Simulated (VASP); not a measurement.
A run of VASP 6.6.1 is set up as follows.

File INCAR:

```
SYSTEM = LaB6
ALGO     = Normal         ! electronic algorithm
EDIFF    = 1E-6           ! SCF threshold, eV
ENCUT    = 520            ! plane-wave cutoff, eV
GGA      = PS             ! functional
ISIF     = 2              ! what is computed and relaxed
ISMEAR   = 0              ! smearing method
LASPH    = .True.         ! aspherical terms in the spheres
LCHARG   = .False.        ! write CHGCAR
LREAL    = .False.        ! projectors in reciprocal space
LWAVE    = .False.        ! write WAVECAR
NBANDS   = 24             ! bands
NELM     = 60             ! most SCF steps
PREC     = Accurate       ! precision mode
SIGMA    = 0.5            ! smearing width, eV
```

Contents of KPOINTS:

```
k-points
0
Gamma
  8 8 8
  0 0 0
```

POSCAR

```
LaB6
1.0
    4.1303900000      0.0000000000      0.0000000000
    0.0000000000      4.1303900000      0.0000000000
    0.0000000000      0.0000000000      4.1303900000
La B
1 6
Direct
    0.0000000000      0.0000000000      0.0000000000
    0.8004400000      0.5000000000      0.5000000000
    0.1995600000      0.5000000000      0.5000000000
    0.5000000000      0.5000000000      0.8004400000
    0.5000000000      0.5000000000      0.1995600000
    0.5000000000      0.1995600000      0.5000000000
    0.5000000000      0.8004400000      0.5000000000
```

Potentials or basis: VASP PAW PBE potentials, release 64 (La, B).

Launch:

```console
$ cat potpaw_PBE.64/La/POTCAR potpaw_PBE.64/B/POTCAR > POTCAR
$ mpirun -np 1 vasp_std > vasp.out
```

What does it give for the pressure?

0.2 GPa.

Predict the largest force.

0.007 eV/Å.

Forces on the atoms (eV/Å):
```
La   0.000  0.000  0.000
B   -0.007  0.000  0.000
B    0.007  0.000  0.000
B    0.000  0.000 -0.007
B    0.000  0.000  0.007
B    0.000  0.007  0.000
B    0.000 -0.007  0.000
```

Caveat: the PAW data sets were made with another functional, which shifts forces and pressure a little. The run has no spin-orbit coupling, so splittings on La are missing.
